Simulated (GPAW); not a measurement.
# CdS (Greenockite) (P6_3mc) in GPAW: a series of runs

Aim: see how the results for CdS (Greenockite) move with the level of theory and the settings. Levels: M06-L, PBEsol. Tasks: band structure.

Program: GPAW 26.7.0. These are calculated values, not measurements. Logs are shortened: lines on timing, memory, paths and dates and some standing lists are left out, and cuts for length are marked. The log counts tension as positive stress, the text compression.

**Measured values to compare with.**

From “Isotope dependence of band-gap energy”, 2008, arxiv:0807.2152, for a bulk crystal of CdS: band gap 2.5809 ± 0.0002 eV.

The runs below are set against these values where they give the same quantity.

### Step 1. The crystal as given

Symmetry: P6_3mc, No. 186, hexagonal system. Conventional cell: a = 4.150 Å, b = 4.150 Å, c = 6.737 Å, α = 90.00°, β = 90.00°, γ = 120.00°. Cd (site symmetry 3m) has 4 S at 2.53 to 2.54 Å as nearest neighbours. S (site symmetry 3m) has 4 Cd at 2.53 to 2.54 Å as nearest neighbours.

### Step 2. Band structure, M06-L, spin-orbit coupling, no magnetisation

Input file run.py:

```python
import numpy as np
from ase.dft.bandgap import bandgap
from ase.io import read, write
from ase.units import GPa
from gpaw import GPAW, PW
from gpaw.spinorbit import soc_eigenstates

atoms = read('CdS.cif')

calc = GPAW(mode=PW(600),
            xc='M06-L',
            kpts={'size': (5, 5, 3), 'gamma': True},
            occupations={'name': 'fermi-dirac', 'width': 0.05},
            nbands=31,
            convergence={'density': 1e-05, 'energy': 1e-05},
            maxiter=150,
            txt='gpaw.txt')
atoms.calc = calc
energy = atoms.get_potential_energy()
forces = atoms.get_forces()
stress = atoms.get_stress()
calc.write('gs.gpw')
write('result.traj', atoms)
print(f'Energy: {energy:.6f} eV')
print('Forces (eV/A):')
print(forces.round(4))
print('Stress (GPa):', (stress / GPa).round(3))
print('Fermi level:', round(calc.get_fermi_level(), 4), 'eV')
print(f'Gap: {bandgap(calc)[0]:.4f} eV, direct: {bandgap(calc, direct=True)[0]:.4f} eV')

path = atoms.cell.bandpath('GMKGALHA,LM,KH', npoints=80, eps=1e-4)
bs_calc = calc.fixed_density(kpts=path, symmetry='off', nbands=51,
                             convergence={'bands': 'CBM+6.0', 'eigenstates': 1e-6}, txt='bands.txt')
bs = bs_calc.band_structure()
bs.write('bs.json')
print(f'Gap on the path: {bandgap(bs_calc)[0]:.4f} eV')

soc = soc_eigenstates(bs_calc, theta=0, phi=0, ignore_xc_potential=True)
np.savetxt('soc_bands.dat', soc.eigenvalues(), fmt='%.4f')
mesh = soc_eigenstates('gs.gpw', theta=0, phi=0, ignore_xc_potential=True)
np.savetxt('soc_mesh.dat', mesh.eigenvalues(), fmt='%.4f')
print('Fermi level with spin-orbit coupling:', round(mesh.fermi_level, 4), 'eV')
```

Input file CdS.cif:

```cif
data_CdS
_cell_length_a 4.15000000
_cell_length_b 4.15000000
_cell_length_c 6.73700000
_cell_angle_alpha 90.00000000
_cell_angle_beta 90.00000000
_cell_angle_gamma 120.00000000
_space_group_name_H-M_alt 'P6_3mc'
_space_group_name_Hall 'P 6c -2c'
_space_group_IT_number 186
loop_
_space_group_symop_operation_xyz
'x,y,z'
'x-y,x,z+1/2'
'-y,x-y,z'
'-x,-y,z+1/2'
'-x+y,-x,z'
'y,-x+y,z+1/2'
'y,x,z+1/2'
'x,x-y,z'
'x-y,-y,z+1/2'
'-y,-x,z'
'-x,-x+y,z+1/2'
'-x+y,y,z'
loop_
_atom_site_label
_atom_site_type_symbol
_atom_site_symmetry_multiplicity
_atom_site_Wyckoff_symbol
_atom_site_fract_x
_atom_site_fract_y
_atom_site_fract_z
_atom_site_occupancy
Cd1 Cd 2 b 0.6666666667 0.3333333333 0.5000000000 1
S1 S 2 b 0.6666666667 0.3333333333 0.8750000000 1
```

Potentials or basis: GPAW PAW data sets (gpaw-data 1.2.1), pw.

Run with:

```sh
> OMP_NUM_THREADS=1 python run.py
```

gpaw.txt:

```text
__  _  _
 | _ |_)|_||  |
 |__||  | ||/\| - 26.7.0

Input parameters:
  mode=PW(ecut=600.0),
  convergence={'density': 1e-05, 'energy': 1e-05},
  kpts=MonkhorstPack(size=(5, 5, 3), gamma=True),
  maxiter=150,
  nbands=31,
  occupations=Occupations(name='fermi-dirac', width=0.05),
  xc=XC(name='M06-L')

Diagonalizing LCAO Hamiltonian
Converting LCAO to pw mode

            S

            Cd
        S

        Cd

Atoms  # Å, Bohr magnetons
|   | symbol |        x |        y |        z |    initial magnetic moments |
|---|--------|----------|----------|----------|-----------------------------|
| 0 |     Cd | 2.075000 | 1.198002 | 3.368500 | ( 0.0000,  0.0000,  0.0000) |
| 1 |     Cd | 0.000000 | 2.396004 | 0.000000 | ( 0.0000,  0.0000,  0.0000) |
| 2 |      S | 2.075000 | 1.198002 | 5.894875 | ( 0.0000,  0.0000,  0.0000) |
| 3 |      S | 0.000000 | 2.396004 | 2.526375 | ( 0.0000,  0.0000,  0.0000) |

Unit cell  # Å
| periodic |         x |        y |        z |  lengths |     angles |
|----------|-----------|----------|----------|----------|------------|
|      yes |  4.150000 | 0.000000 | 0.000000 | 4.150000 |  90.000000 |
|      yes | -2.075000 | 3.594005 | 0.000000 | 4.150000 |  90.000000 |
|      yes |  0.000000 | 0.000000 | 6.737000 | 6.737000 | 120.000000 |

Number of symmetries: 6
Symmetry operations  # r_c * U_cc + t_c -> r_c
|   | kind |            matrix            |
|---|------|------------------------------|
| 0 |  σ   |  1, 1, 0,  0,-1, 0,  0, 0, 1 |
| 1 |  E   |  1, 0, 0,  0, 1, 0,  0, 0, 1 |
| 2 |  C3  |  0, 1, 0, -1,-1, 0,  0, 0, 1 |
| 3 |  σ   |  0,-1, 0, -1, 0, 0,  0, 0, 1 |
| 4 |  σ   | -1, 0, 0,  1, 1, 0,  0, 0, 1 |
| 5 |  C3  | -1,-1, 0,  1, 0, 0,  0, 0, 1 |

BZ-sampling:
  Number of BZ points: 75
  Number of IBZ points: 12

  Monkhorst-Pack size: [5, 5, 3]
  Monkhorst-Pack shift: [0, 0, 0]

K-points  # in reciprocal-cell coordinates
|     |                                coordinates |     weight |
|-----|--------------------------------------------|------------|
|   0 | (  0.00000000,   0.00000000,   0.00000000) | 0.01333333 |
|   1 | (  0.00000000,   0.00000000,   0.33333333) | 0.02666667 |
|   2 | (  0.20000000,   0.00000000,  -0.33333333) | 0.08000000 |
|   3 | (  0.20000000,   0.00000000,   0.00000000) | 0.08000000 |
|   4 | (  0.20000000,   0.00000000,   0.33333333) | 0.08000000 |
|   5 | (  0.40000000,  -0.20000000,   0.00000000) | 0.08000000 |
|   6 | (  0.40000000,  -0.20000000,   0.33333333) | 0.16000000 |
|   7 | (  0.40000000,   0.00000000,  -0.33333333) | 0.08000000 |
|   8 | (  0.40000000,   0.00000000,   0.00000000) | 0.08000000 |
|   9 | (  0.40000000,   0.00000000,   0.33333333) | 0.08000000 |
| ... |                                            |            |
|  11 | (  0.40000000,   0.40000000,   0.33333333) | 0.16000000 |

Plane wave coefficients: 3372
Cutoff: 600.0 eV

Spin-components: 1 (collinear spins)
Bands:           31
Projectors:      22
Spin-degeneracy: 2
Datatype:        complex128

Parallelization:
  kpt:    1
  domain: 1
  band:   1

Density:
  Valence electrons: 36.0
  Components: 1
  Grid points: [24 24 40]
  Charge: 0.0  # |e|

Potential:
  Grid points: [24 24 40]

species:
  Cd:
    name:    Cadmium
    Z:       48.0
    valence: 12
    core:    36
    charge:  0.0  # [|e|]
    compensation charges:
      type: gauss
      rc: 0.38  # [Å]
      lmax: 2
    cutoffs:
      filter: 2.12  # [Å]
      core: 2.62  # [Å]
    projectors
    | kind |    occ | energy [eV] | rcut [Å] |
    |------|--------|-------------|----------|
    |   5s |  2.000 |      -5.655 |    1.191 |
    |   5p |  0.000 |      -1.186 |    1.228 |
    |   4d | 10.000 |     -11.739 |    1.164 |
    |    s |        |      21.556 |    1.191 |
    |    p |        |      26.026 |    1.228 |
    |    d |        |      15.473 |    1.164 |

    Using partial waves for Cd as LCAO basis

  S:
    name:    Sulfur
    Z:       16.0
    valence: 6
    core:    10
    charge:  0.0  # [|e|]
    compensation charges:
      type: gauss
      rc: 0.24  # [Å]
      lmax: 2
    cutoffs:
      filter: 1.77  # [Å]
      core: 1.66  # [Å]
    projectors
    | kind |    occ | energy [eV] | rcut [Å] |
    |------|--------|-------------|----------|
    |   3s |  2.000 |     -17.254 |    0.974 |
    |   3p |  4.000 |      -7.008 |    0.979 |
    |    s |        |       9.957 |    0.974 |
    |    p |        |      20.203 |    0.979 |
    |    d |        |       0.000 |    0.900 |

    Using partial waves for S as LCAO basis

Reference energy: -326061.476468  # eV

eigensolver:
  PPCG
  Converge bands: occupied
  niter=2

density mixing:
  MSR1-Mixer
  Pratt-step length: 0.05
  Maximum mixing coefficient: 0.75
  Old densities: 10
  SVD Regularization: 0.005
  Good broyden scale: 1.0
  Trust region scale: 1.0
  Backstep threshold: 4.0
  History deletion threshold: 6.0
  Fourier metric: weight=20.0, sigma=0.015

occupation numbers:
  Fermi-Dirac:
    width: 0.0500  # eV

poisson solver:
  ecut: 4800.0  # eV

xc functional:
  name: M06-L with 2 nearest neighbor stencil

convergence criteria:
- Maximum integral of absolute [dens]ity change: 1e-05 electrons / valence electron
- Maximum [total energy] change in last 3 cyles: 1e-05 eV / valence electron
- Maximum integral of absolute [eigenst]ate change: 4e-08 eV^2 / valence electron
maximum number of iterations: 150

SCF iterations
|iter     | |      energy | eigst |  dens |
|---------|-|-------------|-------|-------|
|iter:   1| | -110.703874 | +2.13 |       |
|iter:   2| |-2712.826197 | +4.84 | -0.61 |
|iter:   3| | -863.044594 | +2.90 | -0.72 |
|iter:   4| |  656.868365 | +2.84 | -0.62 |
|iter:   5| |  411.879503 | +0.85 | -0.80 |
|iter:   6| |  -39.105573 | +0.48 | -0.92 |
|iter:   7| |  -40.383234 | -0.89 | -1.06 |
|iter:   8| |  -40.159703 | -2.55 | -1.05 |
|iter:   9| |  -40.163814 | -1.41 | -1.10 |
|iter:  10| |  -40.684076 | -1.23 | -1.37 |
|iter:  11| |  -40.692663 | -2.62 | -1.49 |
|iter:  12| |  -40.683663 | -1.88 | -1.56 |
|iter:  13| |  -41.049999 | -2.16 | -1.64 |
|iter:  14| |  -40.731883 | -2.28 | -1.65 |
|iter:  15| |  -40.651897 | -1.49 | -1.88 |
|iter:  16| |  -40.800346 | -2.40 | -2.04 |
|iter:  17| |  -40.803258 | -3.06 | -2.43 |
|iter:  18| |  -40.802412 | -3.63 | -2.90 |
|iter:  19| |  -40.801227 | -4.04 | -3.27 |
|iter:  20| |  -40.801567 | -4.67 | -3.59 |
|iter:  21| |  -40.801504c| -4.78 | -3.92 |
|iter:  22| |  -40.801461c| -5.39 | -4.22 |
|iter:  23| |  -40.801644c| -4.62 | -4.36 |
|iter:  24| |  -40.801655c| -4.65 | -4.27 |
|iter:  25| |  -40.801870c| -4.39 | -4.38 |
|iter:  26| |  -40.801989c| -4.55 | -4.36 |
|iter:  27| |  -40.801896c| -4.87 | -4.32 |
|iter:  28| |  -40.801998c| -4.78 | -4.14 |
|iter:  29| |  -40.802062c| -5.49 | -4.33 |
|iter:  30| |  -40.802184c| -4.87 | -4.22 |
|iter:  31| |  -40.802235c| -5.87 | -4.31 |
|iter:  32| |  -40.802325c| -5.03 | -4.19 |
|iter:  33| |  -40.802512c| -4.55 | -4.33 |
|iter:  34| |  -40.802577c| -5.59 | -4.46 |
|iter:  35| |  -40.802617c| -5.50 | -4.22 |
|iter:  36| |  -40.802643c| -6.51 | -4.31 |
|iter:  37| |  -40.802844c| -4.49 | -4.23 |
|iter:  38| |  -40.803123 | -4.58 | -4.51 |
|iter:  39| |  -40.803095c| -5.00 | -4.41 |
|iter:  40| |  -40.803141c| -4.92 | -4.45 |
|iter:  41| |  -40.803529 | -4.90 | -4.55 |
|iter:  42| |  -40.803020 | -4.98 | -4.33 |
|iter:  43| |  -40.803033 | -5.70 | -5.15c|
|iter:  44| |  -40.803010c| -6.34 | -5.04c|
|iter:  45| |  -40.803011c| -7.49c| -5.81c|

Converged in 45 steps
Energy contributions relative to reference atoms: (reference = -326061.476468)

Energy contributions:
  Kinetic:          70.467224
  Coulomb:         -61.605933
  Zero:             -0.861773
  External:          0.000000
  Xc:              -48.802529
  Entropy:          -0.000000
  Spinorbit:         0.000000
  ----------------------------
  Free energy:     -40.803011
  Extrapolated:    -40.803011

dipole moment: (-0.000002, -0.000020, -18.777230)  # |e|*Ang

Fermi level: 4.099
Eigenvalues  # (at kpt = [0.000, 0.000, 0.000])
| band index |      eig [eV] | occ [0-2] |
|------------|---------------|-----------|
|          0 |        -9.648 |     2.000 |
|        ... |               |           |
|         10 |        -4.063 |     2.000 |
|         11 |        -3.717 |     2.000 |
|         12 |        -1.021 |     2.000 |
|         13 |         2.468 |     2.000 |
|         14 |         2.468 |     2.000 |
|         15 |         3.172 |     2.000 |
[... 8 lines left out ...]
|         24 |        11.474 |     0.000 |
|         25 |        11.475 |     0.000 |
|        ... |               |           |
|         30 |        15.055 |     0.000 |

Gap: 1.723 eV
Transition (v -> c):
  (s=0, k=0, n=17, [0.00, 0.00, 0.00]) -> (s=0, k=0, n=18, [0.00, 0.00, 0.00])
No difference between direct/indirect transitions

Forces  # eV/Ang
|        x |        y |        z |
|----------|----------|----------|
| -0.00000 |  0.00000 | -0.05892 |  # Cd   0
|  0.00000 |  0.00000 | -0.05884 |  # Cd   1
|  0.00000 | -0.00000 |  0.07114 |  # S    2
| -0.00000 | -0.00000 |  0.07104 |  # S    3

Stress tensor  # eV/Ang^3
|         x |         y |         z |
|-----------|-----------|-----------|
| -0.007761 |  0.000000 |  0.000000 |
|  0.000000 | -0.007761 |  0.000000 |
|  0.000000 |  0.000000 | -0.009802 |

# Writing to gs.gpw (mode='')
```

It took 13 min on 1 thread of Arm Neoverse V1, shared host; peak memory 0.66 GiB.

What came out:

- Free energy: -40.8030 eV
- Pressure: 1.4 GPa
- Largest force: 0.071 eV/Å
- Band gap on the k mesh: 1.71 eV, direct
- Band gap along the path: 1.71 eV, direct

Forces on the atoms (eV/Å):
```
Cd   0.000  0.000 -0.059
Cd   0.000  0.000 -0.059
S    0.000  0.000  0.071
S    0.000  0.000  0.071
```

Levels at the corners of the path, in eV from the valence-band top:
```csv
point,band 33,band 34,band 35,band 36,band 37,band 38,band 39,band 40
Γ,-0.01,-0.01,0.00,0.00,1.71,1.71,3.35,3.35
M,-1.28,-1.28,-0.73,-0.73,4.24,4.24,4.35,4.35
K,-1.83,-1.80,-1.59,-1.59,4.86,4.86,5.62,5.65
Γ,-0.01,-0.01,0.00,0.00,1.71,1.71,3.35,3.35
A,-0.38,-0.38,-0.38,-0.38,3.36,3.36,3.36,3.36
L,-1.30,-1.30,-1.30,-1.30,3.95,3.95,3.95,3.95
H,-1.11,-1.11,-1.10,-1.10,4.94,4.94,4.98,4.98
A,-0.38,-0.38,-0.38,-0.38,3.36,3.36,3.36,3.36
L,-1.30,-1.30,-1.30,-1.30,3.95,3.95,3.95,3.95
M,-1.28,-1.28,-0.73,-0.73,4.24,4.24,4.35,4.35
K,-1.83,-1.80,-1.59,-1.59,4.86,4.86,5.62,5.65
H,-1.11,-1.11,-1.10,-1.10,4.94,4.94,4.98,4.98
```

Caveat: spin-orbit coupling was added after a scalar SCF, so levels and gaps hold it while energy, forces, pressure and moments don't; this program's spin-orbit splittings come out too wide for heavy elements; the PAW data sets were made with another functional, which shifts forces and pressure a little.

### Step 3. Band structure, PBEsol, spin-orbit coupling, no magnetisation

Changes to run.py since step 2:

```diff
@@ -1,12 +1,23 @@
 import numpy as np
+from ase import Atoms
 from ase.dft.bandgap import bandgap
-from ase.io import read, write
+from ase.io import write
 from ase.units import GPa
-from gpaw import GPAW, PW
+from gpaw import GPAW, PW, setup_paths
 from gpaw.spinorbit import soc_eigenstates
 
-atoms = read('CdS.cif')
+setup_paths.insert(0, '.')
+
+atoms = Atoms(['Cd', 'Cd', 'S', 'S'],
+              cell=[[4.15, 0.0, 0.0],
+                    [-2.075, 3.5940054257, 0.0],
+                    [0.0, 0.0, 6.737]],
+              scaled_positions=[[0.6666666667, 0.3333333333, 0.5],
+                                [0.3333333333, 0.6666666667, 0.0],
+                                [0.6666666667, 0.3333333333, 0.875],
+                                [0.3333333333, 0.6666666667, 0.375]],
+              pbc=True)
 
 calc = GPAW(mode=PW(600),
-            xc='M06-L',
+            xc='PBEsol',
             kpts={'size': (5, 5, 3), 'gamma': True},
@@ -30,3 +41,3 @@
 
-path = atoms.cell.bandpath('GMKGALHA,LM,KH', npoints=80, eps=1e-4)
+path = atoms.cell.bandpath('GMKGALHA,LM,KH', npoints=60, eps=1e-4)
 bs_calc = calc.fixed_density(kpts=path, symmetry='off', nbands=51,
@@ -37,5 +48,5 @@
 
-soc = soc_eigenstates(bs_calc, theta=0, phi=0, ignore_xc_potential=True)
+soc = soc_eigenstates(bs_calc, theta=90, phi=0)
 np.savetxt('soc_bands.dat', soc.eigenvalues(), fmt='%.4f')
-mesh = soc_eigenstates('gs.gpw', theta=0, phi=0, ignore_xc_potential=True)
+mesh = soc_eigenstates('gs.gpw', theta=90, phi=0)
 np.savetxt('soc_mesh.dat', mesh.eigenvalues(), fmt='%.4f')
```

Potentials or basis: PAW data sets generated in the run's folder for this functional, pw.

Run with:

```sh
> gpaw-setup -f PBEsol Cd S
> OMP_NUM_THREADS=1 python run.py
```

It took 2.3 min on 1 thread of Arm Neoverse V1, shared host; peak memory 0.47 GiB.

The run converged. Its results:

```
Free energy             : -14.0293 eV
Pressure                : -1.2 GPa
Largest force           : 0.062 eV/Å
Band gap on the k mesh  : 1.02 eV, direct
Band gap along the path : 1.02 eV, direct
```

Forces in eV/Å, atoms in the order of the input:
```
Cd   0.000  0.000 -0.062
Cd   0.000  0.000 -0.062
S    0.000  0.000  0.062
S    0.000  0.000  0.062
```

Stress tensor (GPa, compression positive):
```
-1.34  0.00  0.00
 0.00 -1.34  0.00
 0.00  0.00 -0.82
```

Levels at the corners of the path, in eV from the valence-band top:
```
point  band 33  band 34  band 35  band 36  band 37  band 38  band 39  band 40
    Γ    -0.02    -0.02     0.00     0.00     1.02     1.02     2.63     2.63
    M    -1.34    -1.34    -0.76    -0.76     3.56     3.56     3.73     3.73
    K    -1.89    -1.85    -1.65    -1.65     4.47     4.47     4.94     4.97
    Γ    -0.02    -0.02     0.00     0.00     1.02     1.02     2.63     2.63
    A    -0.40    -0.40    -0.40    -0.40     2.69     2.69     2.69     2.69
    L    -1.35    -1.35    -1.35    -1.35     3.31     3.31     3.31     3.31
    H    -1.15    -1.15    -1.14    -1.14     4.22     4.22     4.27     4.27
    A    -0.40    -0.40    -0.40    -0.40     2.69     2.69     2.69     2.69
    L    -1.35    -1.35    -1.35    -1.35     3.31     3.31     3.31     3.31
    M    -1.34    -1.34    -0.76    -0.76     3.56     3.56     3.73     3.73
    K    -1.89    -1.85    -1.65    -1.65     4.47     4.47     4.94     4.97
    H    -1.15    -1.15    -1.14    -1.14     4.22     4.22     4.27     4.27
```

Caveat: spin-orbit coupling was added after a scalar SCF, so levels and gaps hold it while energy, forces, pressure and moments don't; this program's spin-orbit splittings come out too wide for heavy elements.

### Step 4. Comparison with measurements

Step 2. A measured gap of CdS is 2.5809 eV (quoted in “Isotope dependence of band-gap energy”, 2008, arxiv:0807.2152); the calculated 1.71 eV misses it by -0.87 eV. The value is that of M06-L, without temperature or zero-point motion.

Step 3. Measured gap of CdS: 2.5809 eV (quoted in “Isotope dependence of band-gap energy”, 2008, arxiv:0807.2152). This calculation gives 1.02 eV (-1.56 eV). So large a miss can be the level of theory's own, or it may mean another phase, state or a wrong row. The value is that of PBEsol, without temperature or zero-point motion. Semilocal functionals fall short of measured gaps as a rule.
